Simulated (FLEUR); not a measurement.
# Pb (Fd-3m) in FLEUR: settings compared

One crystal, Pb, is run at these levels: SCAN, TPSS; tasks: band structure.

Program: FLEUR MaX-R8.1 (later development tree). These are calculated values, not measurements. Logs are shortened: lines on timing, memory, paths and dates and some standing lists are left out, and cuts for length are marked.

**1. The crystal as given**

The structure is cubic, space group Fd-3m (No. 227). Conventional cell: a = 6.878 Å, b = 6.878 Å, c = 6.878 Å, α = 90.00°, β = 90.00°, γ = 90.00°. Around Pb (site symmetry -43m) lie 4 Pb at 2.98 Å.

This isn't the form of Pb at room conditions, which is fcc.

**2. Band structure, SCAN**

inp.xml

```xml
<?xml version="1.0" encoding="UTF-8" standalone="no"?>
<fleurInput fleurInputVersion="0.39">
   <comment>
      Pb                                                                                                  
   </comment>
   <calculationSetup>
      <cutoffs Kmax="4.1" Gmax="12.7" GmaxXC="12.7" numbands="0"/>
      <scfLoop itmax="80" minDistance="0.0001" maxIterBroyd="30" imix="Anderson" alpha="0.05" precondParam="0.0" spinf="2.0" sdNocoIR="T"/>
      <coreElectrons ctail="F" frcor="F" kcrel="0" coretail_lmax="0"/>
      <xcFunctional name="LibXC" relativisticCorrections="F">
         <LibXCName exchange="mgga_x_scan" correlation="mgga_c_scan"/>
         <AuxGGA exchange="117" correlation="130"/>
      </xcFunctional>
      <magnetism jspins="1"/>
      <soc l_soc="F" theta="0.0" phi="0.0" spav="F"/>
      <expertModes spex="0" secvar="F"/>
      <geometryOptimization l_f="F" forcealpha="1.0" forcemix="BFGS" epsdisp="0.00001" epsforce="0.00001"/>
      <ldaU l_linMix="F" mixParam="0.05" spinf="1.0"/>
   </calculationSetup>
   <cell>
      <bzIntegration valenceElectrons="40.0" mode="hist" fermiSmearingEnergy="0.00183747">
         <kPointListSelection listName="default-1"/>
         <!-- k-points included here -->
         <xi:include xmlns:xi="http://www.w3.org/2001/XInclude" href="kpts.xml"> </xi:include>
      </bzIntegration>
      <!-- symmetry operations included here -->
      <xi:include xmlns:xi="http://www.w3.org/2001/XInclude" href="sym.xml"> </xi:include>
      <bulkLattice scale="1.0">
         <bravaisMatrix>
            <row-1>    0.0000000000000000     6.4987682473791999     6.4987682473791999</row-1>
            <row-2>    6.4987682473791999     0.0000000000000000     6.4987682473791999</row-2>
            <row-3>    6.4987682473791999     6.4987682473791999     0.0000000000000000</row-3>
         </bravaisMatrix>
      </bulkLattice>
   </cell>
   <atomSpecies>
      <species name="Lead (Pb)" element="Pb" atomicNumber="82">
         <mtSphere radius="2.58" gridPoints="863" logIncrement="0.016"/>
         <atomicCutoffs lmax="10" lnonsphr="10"/>
         <electronConfig flipSpins="F">
            <coreConfig>(1s1/2) (2s1/2) (2p1/2) (2p3/2) (3s1/2) (3p1/2) (3p3/2) (4s1/2) (3d3/2) (3d5/2) (4p1/2) (4p3/2) (4d3/2) (4d5/2) (4f5/2) (4f7/2) (5s1/2)</coreConfig>
            <valenceConfig>(5p1/2) (5p3/2) (6s1/2) (5d3/2) (5d5/2) (6p1/2) (6p3/2)</valenceConfig>
            <stateOccupation state="(6p1/2)" spinUp="0.333333" spinDown="0.333333"/>
            <stateOccupation state="(6p3/2)" spinUp="0.666667" spinDown="0.666667"/>
         </electronConfig>
         <energyParameters s="6" p="6" d="5" f="5"/>
         <lo type="SCLO" l="1" n="5" eDeriv="0"/>
         <lo type="SCLO" l="1" n="5" eDeriv="1"/>
         <lo type="SCLO" l="0" n="6" eDeriv="2"/>
         <lo type="SCLO" l="2" n="5" eDeriv="2"/>
         <lo type="SCLO" l="3" n="5" eDeriv="2"/>
      </species>
   </atomSpecies>
   <atomGroups>
      <atomGroup species="Lead (Pb)">
         <relPos label="                   1">1.000/8.000 1.000/8.000 1.000/8.000</relPos>
         <relPos label="                   2">-1.000/8.000 -1.000/8.000 -1.000/8.000</relPos>
         <force calculate="T" relaxXYZ="TTT"/>
      </atomGroup>
   </atomGroups>
   <output dos="F" band="F" slice="F">
      <checks vchk="F" cdinf="F"/>
      <bandDOS minEnergy="-.5*Htr" maxEnergy="0.5*Htr" sigma="0.015" storeEVData="T"/>
      <vacuumDOS vacdos="F" integ="F" star="F" nstars="0" locx1="0.0" locy1="0.0" locx2="0.0" locy2="0.0" nstm="0" tworkf="0.0"/>
      <unfoldingBand unfoldBand="F" supercellX="1" supercellY="1" supercellZ="1"/>
      <plotting iplot="0" polar="F">
         <plot TwoD="T" vec1="  1.0  0.0  0.0" vec2="  0.0  1.0  0.0" vec3="  0.0  0.0  1.0" zero="  0.0  0.0  0.0" file="plot"/>
      </plotting>
      <chargeDensitySlicing numkpt="0" minEigenval="0.0" maxEigenval="0.0" nnne="0" pallst="F"/>
      <specialOutput eonly="F"/>
      <moessbauerParams electricFieldGradient="T" isomerShift="T" coreHyperfine="T" valenceHyperfine="T"/>
      <magneticCircularDichroism mcd="F" energyLo="-10.0" energyUp="0.0"/>
   </output>
  <!-- We include the file relax.xml here to enable relaxations (see documentation) -->
  <xi:include xmlns:xi="http://www.w3.org/2001/XInclude" href="relax.xml"> <xi:fallback/> </xi:include>
</fleurInput>
```

crystal.txt

```
Pb
&input cartesian=F /
0.0000000000  3.4390000555  3.4390000555
3.4390000555  0.0000000000  3.4390000555
3.4390000555  3.4390000555  0.0000000000
1.8897261246
1.0 1.0 1.0

2
82 0.2500000000  0.2500000000  0.2500000000
82 0.0000000000  0.0000000000  0.0000000000

&kpt div1=7 div2=7 div3=7 gamma=T /
```

inp.xml (bands)

```
<?xml version="1.0" encoding="UTF-8" standalone="no"?>
<fleurInput fleurInputVersion="0.39">
   <comment>
      Pb                                                                                                  
   </comment>
   <calculationSetup>
      <cutoffs Kmax="4.1" Gmax="12.7" GmaxXC="12.7" numbands="0"/>
      <scfLoop itmax="80" minDistance="0.0001" maxIterBroyd="30" imix="Anderson" alpha="0.05" precondParam="0.0" spinf="2.0" sdNocoIR="T"/>
      <coreElectrons ctail="F" frcor="F" kcrel="0" coretail_lmax="0"/>
      <xcFunctional name="LibXC" relativisticCorrections="F">
         <LibXCName exchange="mgga_x_scan" correlation="mgga_c_scan"/>
         <AuxGGA exchange="117" correlation="130"/>
      </xcFunctional>
      <magnetism jspins="1"/>
      <soc l_soc="F" theta="0.0" phi="0.0" spav="F"/>
      <expertModes spex="0" secvar="F"/>
      <geometryOptimization l_f="F" forcealpha="1.0" forcemix="BFGS" epsdisp="0.00001" epsforce="0.00001"/>
      <ldaU l_linMix="F" mixParam="0.05" spinf="1.0"/>
   </calculationSetup>
   <cell>
      <bzIntegration valenceElectrons="40.0" mode="hist" fermiSmearingEnergy="0.00183747">
         <kPointListSelection listName="path-1"/>
         <!-- k-points included here -->
         <xi:include xmlns:xi="http://www.w3.org/2001/XInclude" href="kpts.xml"> </xi:include>
      </bzIntegration>
      <!-- symmetry operations included here -->
      <xi:include xmlns:xi="http://www.w3.org/2001/XInclude" href="sym.xml"> </xi:include>
      <bulkLattice scale="1.0">
         <bravaisMatrix>
            <row-1>    0.0000000000000000     6.4987682473791999     6.4987682473791999</row-1>
            <row-2>    6.4987682473791999     0.0000000000000000     6.4987682473791999</row-2>
            <row-3>    6.4987682473791999     6.4987682473791999     0.0000000000000000</row-3>
         </bravaisMatrix>
      </bulkLattice>
   </cell>
   <atomSpecies>
      <species name="Lead (Pb)" element="Pb" atomicNumber="82">
         <mtSphere radius="2.58" gridPoints="863" logIncrement="0.016"/>
         <atomicCutoffs lmax="10" lnonsphr="10"/>
         <electronConfig flipSpins="F">
            <coreConfig>(1s1/2) (2s1/2) (2p1/2) (2p3/2) (3s1/2) (3p1/2) (3p3/2) (4s1/2) (3d3/2) (3d5/2) (4p1/2) (4p3/2) (4d3/2) (4d5/2) (4f5/2) (4f7/2) (5s1/2)</coreConfig>
            <valenceConfig>(5p1/2) (5p3/2) (6s1/2) (5d3/2) (5d5/2) (6p1/2) (6p3/2)</valenceConfig>
            <stateOccupation state="(6p1/2)" spinUp="0.333333" spinDown="0.333333"/>
            <stateOccupation state="(6p3/2)" spinUp="0.666667" spinDown="0.666667"/>
         </electronConfig>
         <energyParameters s="6" p="6" d="5" f="5"/>
         <lo type="SCLO" l="1" n="5" eDeriv="0"/>
         <lo type="SCLO" l="1" n="5" eDeriv="1"/>
         <lo type="SCLO" l="0" n="6" eDeriv="2"/>
         <lo type="SCLO" l="2" n="5" eDeriv="2"/>
         <lo type="SCLO" l="3" n="5" eDeriv="2"/>
      </species>
   </atomSpecies>
   <atomGroups>
      <atomGroup species="Lead (Pb)">
         <relPos label="                   1">1.000/8.000 1.000/8.000 1.000/8.000</relPos>
         <relPos label="                   2">-1.000/8.000 -1.000/8.000 -1.000/8.000</relPos>
         <force calculate="T" relaxXYZ="TTT"/>
      </atomGroup>
   </atomGroups>
   <output dos="F" band="T" slice="F">
      <checks vchk="F" cdinf="F"/>
      <bandDOS minEnergy="-.5*Htr" maxEnergy="0.5*Htr" sigma="0.015" storeEVData="T"/>
      <vacuumDOS vacdos="F" integ="F" star="F" nstars="0" locx1="0.0" locy1="0.0" locx2="0.0" locy2="0.0" nstm="0" tworkf="0.0"/>
      <unfoldingBand unfoldBand="F" supercellX="1" supercellY="1" supercellZ="1"/>
      <plotting iplot="0" polar="F">
         <plot TwoD="T" vec1="  1.0  0.0  0.0" vec2="  0.0  1.0  0.0" vec3="  0.0  0.0  1.0" zero="  0.0  0.0  0.0" file="plot"/>
      </plotting>
      <chargeDensitySlicing numkpt="0" minEigenval="0.0" maxEigenval="0.0" nnne="0" pallst="F"/>
      <specialOutput eonly="F"/>
      <moessbauerParams electricFieldGradient="T" isomerShift="T" coreHyperfine="T" valenceHyperfine="T"/>
      <magneticCircularDichroism mcd="F" energyLo="-10.0" energyUp="0.0"/>
   </output>
  <!-- We include the file relax.xml here to enable relaxations (see documentation) -->
  <xi:include xmlns:xi="http://www.w3.org/2001/XInclude" href="relax.xml"> <xi:fallback/> </xi:include>
</fleurInput>
```

Potentials or basis: all-electron, FLAPW.

On the command line:

```sh
$ inpgen -f crystal.txt -profile fastHighL
$ # inp.xml edited to the form shown
$ fleur_MPI
$ fleur_MPI   # second run, on inp.xml (bands)
```

Log:

```text
Welcome to FLEUR        (www.flapw.de)
      MaX-Release 8.1          (www.max-centre.eu)
 func_ids         267         263         267         263
 MetaGGA potential functional detected - V_tau will be computed
 Auxiliary Potential for radial basis: exchange=         117  correlation=         130
The functional 'SCAN exchange of Sun, Ruzsinszky, and Perdew' is an exchange functional, it belongs to the 'MGGA' family and is defined in the reference(s):
[1] J. Sun, A. Ruzsinszky, and J. P. Perdew.,  Phys. Rev. Lett. 115, 036402 (2015)
The functional 'SCAN correlation of Sun, Ruzsinszky, and Perdew' is a correlation functional, it belongs to the 'MGGA' family and is defined in the reference(s):
[1] J. Sun, A. Ruzsinszky, and J. P. Perdew.,  Phys. Rev. Lett. 115, 036402 (2015)
 Using same functional for VXC and EXC

 ========== k-point set info ==========
 Selected k-point list: default-1
 k-point list type: mesh
 7 x 7 x 7
 Number of k points: 20

 ------------Calculation Setup---------------------------
 Number of MPI-tasks      :            1
 Number of PE/node        :            1
 Number of OMP-threads    :            1
 Most efficient MPI parallelization for:
           1           2           4           5          10          20
 Additional eigenvalue parallelization possible
 Number of basis functions:          716
 Approximate size of matrices (H+S) per k-point:         0.008 GB
 --------------------------------------------------------
The functional 'Hammer, Hansen, and Norskov' is an exchange functional, it belongs to the 'GGA' family and is defined in the reference(s):
[1] B. Hammer, L. B. Hansen, and J. K. Nørskov.,  Phys. Rev. B 59, 7413 (1999)
The functional 'Perdew, Burke & Ernzerhof' is a correlation functional, it belongs to the 'GGA' family and is defined in the reference(s):
[1] J. P. Perdew, K. Burke, and M. Ernzerhof.,  Phys. Rev. Lett. 77, 3865 (1996)
[2] J. P. Perdew, K. Burke, and M. Ernzerhof.,  Phys. Rev. Lett. 78, 1396 (1997)
 Using same functional for VXC and EXC
 Using auxiliary GGA potential for the first iteration of MetaGGA calculation.
 Reset of history
 Reset of history
 Iteration:     1   Distance:      46.63865903 me/bohr^3
The functional 'Hammer, Hansen, and Norskov' is an exchange functional, it belongs to the 'GGA' family and is defined in the reference(s):
[1] B. Hammer, L. B. Hansen, and J. K. Nørskov.,  Phys. Rev. B 59, 7413 (1999)
The functional 'Perdew, Burke & Ernzerhof' is a correlation functional, it belongs to the 'GGA' family and is defined in the reference(s):
[1] J. P. Perdew, K. Burke, and M. Ernzerhof.,  Phys. Rev. Lett. 77, 3865 (1996)
[2] J. P. Perdew, K. Burke, and M. Ernzerhof.,  Phys. Rev. Lett. 78, 1396 (1997)
 Using same functional for VXC and EXC
 Iteration:     2   Distance:      44.24179935 me/bohr^3
The functional 'Hammer, Hansen, and Norskov' is an exchange functional, it belongs to the 'GGA' family and is defined in the reference(s):
[1] B. Hammer, L. B. Hansen, and J. K. Nørskov.,  Phys. Rev. B 59, 7413 (1999)
The functional 'Perdew, Burke & Ernzerhof' is a correlation functional, it belongs to the 'GGA' family and is defined in the reference(s):
[1] J. P. Perdew, K. Burke, and M. Ernzerhof.,  Phys. Rev. Lett. 77, 3865 (1996)
[2] J. P. Perdew, K. Burke, and M. Ernzerhof.,  Phys. Rev. Lett. 78, 1396 (1997)
 Using same functional for VXC and EXC
 Iteration:     3   Distance:      42.01032826 me/bohr^3
The functional 'Hammer, Hansen, and Norskov' is an exchange functional, it belongs to the 'GGA' family and is defined in the reference(s):
[1] B. Hammer, L. B. Hansen, and J. K. Nørskov.,  Phys. Rev. B 59, 7413 (1999)
The functional 'Perdew, Burke & Ernzerhof' is a correlation functional, it belongs to the 'GGA' family and is defined in the reference(s):
[1] J. P. Perdew, K. Burke, and M. Ernzerhof.,  Phys. Rev. Lett. 77, 3865 (1996)
[2] J. P. Perdew, K. Burke, and M. Ernzerhof.,  Phys. Rev. Lett. 78, 1396 (1997)
 Using same functional for VXC and EXC
 Iteration:     4   Distance:       1.51691045 me/bohr^3
The functional 'Hammer, Hansen, and Norskov' is an exchange functional, it belongs to the 'GGA' family and is defined in the reference(s):
[1] B. Hammer, L. B. Hansen, and J. K. Nørskov.,  Phys. Rev. B 59, 7413 (1999)
The functional 'Perdew, Burke & Ernzerhof' is a correlation functional, it belongs to the 'GGA' family and is defined in the reference(s):
[1] J. P. Perdew, K. Burke, and M. Ernzerhof.,  Phys. Rev. Lett. 77, 3865 (1996)
[2] J. P. Perdew, K. Burke, and M. Ernzerhof.,  Phys. Rev. Lett. 78, 1396 (1997)
 Using same functional for VXC and EXC
 Iteration:     5   Distance:       0.98062168 me/bohr^3
The functional 'Hammer, Hansen, and Norskov' is an exchange functional, it belongs to the 'GGA' family and is defined in the reference(s):
[... 46 lines left out ...]
 Using same functional for VXC and EXC
 Iteration:    12   Distance:       0.00034556 me/bohr^3
The functional 'Hammer, Hansen, and Norskov' is an exchange functional, it belongs to the 'GGA' family and is defined in the reference(s):
[1] B. Hammer, L. B. Hansen, and J. K. Nørskov.,  Phys. Rev. B 59, 7413 (1999)
The functional 'Perdew, Burke & Ernzerhof' is a correlation functional, it belongs to the 'GGA' family and is defined in the reference(s):
[1] J. P. Perdew, K. Burke, and M. Ernzerhof.,  Phys. Rev. Lett. 77, 3865 (1996)
[2] J. P. Perdew, K. Burke, and M. Ernzerhof.,  Phys. Rev. Lett. 78, 1396 (1997)
 Using same functional for VXC and EXC
 Iteration:    13   Distance:       0.00035269 me/bohr^3
The functional 'Hammer, Hansen, and Norskov' is an exchange functional, it belongs to the 'GGA' family and is defined in the reference(s):
[1] B. Hammer, L. B. Hansen, and J. K. Nørskov.,  Phys. Rev. B 59, 7413 (1999)
The functional 'Perdew, Burke & Ernzerhof' is a correlation functional, it belongs to the 'GGA' family and is defined in the reference(s):
[1] J. P. Perdew, K. Burke, and M. Ernzerhof.,  Phys. Rev. Lett. 77, 3865 (1996)
[2] J. P. Perdew, K. Burke, and M. Ernzerhof.,  Phys. Rev. Lett. 78, 1396 (1997)
 Using same functional for VXC and EXC
 Iteration:    14   Distance:       0.00019859 me/bohr^3
The functional 'Hammer, Hansen, and Norskov' is an exchange functional, it belongs to the 'GGA' family and is defined in the reference(s):
[1] B. Hammer, L. B. Hansen, and J. K. Nørskov.,  Phys. Rev. B 59, 7413 (1999)
The functional 'Perdew, Burke & Ernzerhof' is a correlation functional, it belongs to the 'GGA' family and is defined in the reference(s):
[1] J. P. Perdew, K. Burke, and M. Ernzerhof.,  Phys. Rev. Lett. 77, 3865 (1996)
[2] J. P. Perdew, K. Burke, and M. Ernzerhof.,  Phys. Rev. Lett. 78, 1396 (1997)
 Using same functional for VXC and EXC
 Iteration:    15   Distance:       0.00002806 me/bohr^3

 ********************************************************************
 Run finished successfully
 Stop message:
   all done
 ********************************************************************
```

It took 66 s on 1 thread of Arm Neoverse V2, shared host; peak memory 0.09 GiB.

Results:

```yaml
Free_energy: -1138908.2254 eV
Band_gap_along_the_path: none (metal or under the smearing width)
Valence_electrons_inside_the_program's_atomic_spheres: Pb 17.94 (radii Pb 2.58 bohr)
```

Levels at the corners of the path, in eV from the Fermi level:
| point | band 17 | band 18 | band 19 | band 20 | band 21 | band 22 | band 23 | band 24 |
| --- | --- | --- | --- | --- | --- | --- | --- | --- |
| Γ | -11.70 | -3.96 | 0.40 | 0.40 | 0.40 | 2.60 | 2.60 | 2.60 |
| X | -8.88 | -8.88 | -2.07 | -2.07 | 1.19 | 1.19 | 7.52 | 7.52 |
| W | -8.86 | -8.86 | -2.49 | -2.49 | 3.00 | 3.00 | 4.75 | 4.75 |
| K | -9.29 | -8.43 | -2.78 | -1.72 | 1.28 | 3.33 | 5.60 | 6.17 |
| Γ | -11.70 | -3.96 | 0.40 | 0.40 | 0.40 | 2.60 | 2.60 | 2.60 |
| L | -10.27 | -7.40 | -0.81 | -0.81 | -0.80 | 3.86 | 3.86 | 6.12 |
| U | -9.29 | -8.43 | -2.78 | -1.72 | 1.28 | 3.33 | 5.60 | 6.17 |
| W | -8.86 | -8.86 | -2.49 | -2.49 | 3.00 | 3.00 | 4.75 | 4.75 |
| L | -10.27 | -7.40 | -0.81 | -0.81 | -0.80 | 3.86 | 3.86 | 6.12 |
| K | -9.29 | -8.43 | -2.78 | -1.72 | 1.28 | 3.33 | 5.60 | 6.17 |
| U | -9.29 | -8.43 | -2.78 | -1.72 | 1.28 | 3.33 | 5.60 | 6.17 |
| X | -8.88 | -8.88 | -2.07 | -2.07 | 1.19 | 1.19 | 7.52 | 7.52 |

Core levels (eV from the Fermi level):
| atom | levels |
| --- | --- |
| 1 Pb | 1s1/2 -87981.2, 2s1/2 -15719.0, 2p1/2 -15092.0, 2p3/2 -12902.1, 3s1/2 -3769.6, 3p1/2 -3487.3, 3p3/2 -2998.7, 4s1/2 -850.1, 3d3/2 -2536.3, 3d5/2 -2432.3, 4p1/2 -728.0, 4p3/2 -608.4, 4d3/2 -410.0, 4d5/2 -387.7, 4f5/2 -130.8, 4f7/2 -125.8, 5s1/2 -139.1 |
| 2 Pb | 1s1/2 -87981.2, 2s1/2 -15719.0, 2p1/2 -15092.0, 2p3/2 -12902.1, 3s1/2 -3769.6, 3p1/2 -3487.3, 3p3/2 -2998.7, 4s1/2 -850.1, 3d3/2 -2536.3, 3d5/2 -2432.3, 4p1/2 -728.0, 4p3/2 -608.4, 4d3/2 -410.0, 4d5/2 -387.7, 4f5/2 -130.8, 4f7/2 -125.8, 5s1/2 -139.1 |

Caveat: the meta-GGA is that of a development version, with a GGA for the radial functions and cores and without core tails; spin-orbit coupling is left out, which moves the levels of the heavy elements.

(Part 1 of 2 ends here.)
